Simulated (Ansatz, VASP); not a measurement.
Two plane-wave programs on CdSe (Cadmoselite)

Contents of INCAR:

```
PREC = Accurate
ENCUT = 520
EDIFF = 1E-6
ISMEAR = -1
SIGMA = 0.05
LREAL = False
LASPH = True
NELM = 80
ALGO = Normal
ISIF = 2
LWAVE = False
LCHARG = False
GGA = VW
NBANDS = 26
```

KPOINTS

```
Automatic mesh
0
Gamma
  7 7 4
```

File POSCAR:

```
CdSe
1.0
    4.3000000000      0.0000000000      0.0000000000
   -2.1500000000      3.7239092363      0.0000000000
    0.0000000000      0.0000000000      7.0200000000
Cd Se
2 2
Direct
    0.6666666667      0.3333333333      0.5000000000
    0.3333333333      0.6666666667      0.0000000000
    0.6666666667      0.3333333333      0.8850000000
    0.3333333333      0.6666666667      0.3850000000
```

input.yaml

```yaml
crystal:
  lattice:
    - [4.3, 0.0, 0.0]
    - [-2.15, 3.7239092363, 0.0]
    - [0.0, 0.0, 7.02]
  atoms:
    - { symbol: Cd, position: [0.6666666667, 0.3333333333, 0.5] }
    - { symbol: Cd, position: [0.3333333333, 0.6666666667, 0.0] }
    - { symbol: Se, position: [0.6666666667, 0.3333333333, 0.885] }
    - { symbol: Se, position: [0.3333333333, 0.6666666667, 0.385] }
hamiltonian:
  xc: { exchange: slater, correlation: vwn5 }
  pseudopotentials: { kind: paw }
kpoints:
  mp_grid: { grid: [7, 7, 4] }
  band_path:
    path:
      - [[0.0, 0.0, 0.0], [0.5, 0.0, 0.0], [0.3333333333, 0.3333333333, 0.0], [0.0, 0.0, 0.0], [0.0, 0.0, 0.5], [0.5, 0.0, 0.5], [0.3333333333, 0.3333333333, 0.5], [0.0, 0.0, 0.5]]
      - [[0.5, 0.0, 0.5], [0.5, 0.0, 0.0]]
      - [[0.3333333333, 0.3333333333, 0.0], [0.3333333333, 0.3333333333, 0.5]]
    npoints: 14
scf:
  occupations: { method: fermi_dirac, width: 0.05 }
  n_extra_bands: 10
output:
  forces: true
  stress: true
  eigenvalues: true
  fatbands: false
```

Alike in both runs: functional SVWN5; k mesh 7 × 7 × 4; occupations fermi-dirac, width 0.05 eV; no spin polarisation.

```csv
,VASP,Ansatz
version,VASP 6.6.1,Ansatz 0.2.0
potentials or method,"VASP PAW PBE potentials, release 64 (Cd, Se)",Ansatz PAW
plane-wave cutoff (eV),520,420
valence electrons in the cell,36,72
task,single point,band structure
```

|  | VASP | Ansatz | Ansatz less VASP |
| --- | --- | --- | --- |
| gap on the k mesh at the Fermi level (eV) | 0.43 | 0.43 | -0.002 |
| least direct gap on the mesh (eV) | 0.43 | 0.43 | -0.002 |
| pressure (GPa) | -1.5 | -1.8 | -0.35 |
| largest component of the traceless stress (GPa) | 1.11 | 1.05 | -0.055 |
| rms of the force components (eV/Å) | 0.152 | 0.146 | -0.0060 |

Atom by atom the forces differ by 0.006 eV/Å (rms over components). The two sets of potentials don't hold the same shells in valence.

Caveats: the PAW data sets were made with another functional, which shifts forces and pressure a little (VASP); the PAW data sets come from PBE, with cores solved anew for the run's functional, which leaves a small shift of forces and pressure (Ansatz).
